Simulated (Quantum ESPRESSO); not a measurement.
HfO2: equation of state with PBE

Crystal: HfO2.

```xyz
12
Lattice="5.2195 0.0000 0.0000 0.0000 5.0048 0.0000 0.0000 0.0000 5.0327" Properties=species:S:1:pos:R:3 pbc="T T T"
Hf    5.0472    3.6661    3.7314
Hf    2.7820    3.6661    1.2151
Hf    2.4375    1.3387    3.7314
Hf    0.1723    1.3387    1.2151
O     3.2994    4.6477    4.4251
O     4.5298    4.6477    1.9087
O     1.2211    2.7020    2.4776
O     1.3886    2.7020    4.9939
O     3.9984    2.3028    4.9939
O     3.8308    2.3028    2.4776
O     0.6896    0.3571    4.4251
O     1.9201    0.3571    1.9087
```

Measurements of this composition are mostly on another form, of space group No. 14.

```json
{
 "Program": "Quantum ESPRESSO 7.5",
 "Task": "equation of state",
 "Functional": "PBE",
 "Potentials or basis": "SSSP 1.3 efficiency PBE",
 "Cutoff": "816 eV",
 "Density cutoff": "5987 eV",
 "k mesh": "5 × 6 × 5",
 "Occupations": "fermi-dirac, width 0.05 eV",
 "Spin": "no spin polarisation",
 "Mixing beta": "0.5",
 "Most SCF iterations": "120",
 "SCF threshold": "2.4e-09 Ry"
}
```

The equilibrium volume is 11.30 Å³/atom and the bulk modulus at fixed shape and positions is 243 GPa. The pressure derivative of the bulk modulus is 4.2.

Energy against volume, from the lowest point:
```
volume (Å³/atom)  energy (meV/atom)
          10.298              78.45
          10.517              45.95
          10.736              22.71
          10.955               7.83
          11.175               0.51
          11.394               0.00
          11.613               5.67
```

All runs of the series together: 27 min on 2 threads of Arm Neoverse V1 (shared host).

Caveat: the cell was scaled at fixed shape and fractional positions, which overstates the stiffness of a crystal with free parameters, most of all of layers and chains. The run has no spin-orbit coupling, so splittings on Hf are missing.
